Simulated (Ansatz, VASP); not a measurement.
## Two plane-wave programs on MgH2

```
H Mg
1.0
     4.48368    0.00000    0.00000
     0.00000    4.48368    0.00000
     0.00000    0.00000    2.99835
H Mg
4 2
Direct
  0.30600 0.30600 0.00000
  0.19400 0.80600 0.50000
  0.69400 0.69400 0.00000
  0.80600 0.19400 0.50000
  0.00000 0.00000 0.00000
  0.50000 0.50000 0.50000
```

Alike in both runs: task single point; functional PBE; k mesh 4 × 4 × 6; no spin polarisation.

```csv
,VASP,Ansatz
version,VASP 6.6.1,Ansatz 0.2.0
potentials or method,"VASP PAW PBE potentials, release 64 (H, Mg)",PAW plane waves
plane-wave cutoff (eV),520,420
occupations,"fermi-dirac, width 0.1 eV",fermi-dirac
valence electrons in the cell,8,24
```

```tsv
	VASP	Ansatz	Ansatz less VASP
gap on the k mesh at the Fermi level (eV)	3.96	3.98	+0.011
pressure (GPa)	0.8	1.1	+0.29
largest component of the traceless stress (GPa)	0.14	0.19	+0.051
rms of the force components (eV/Å)	0.032	0.032	-0.0003
```

Atom by atom the forces differ by 0.000 eV/Å (rms over components). The two sets of potentials don't hold the same shells in valence.

A k mesh can miss the band edges.
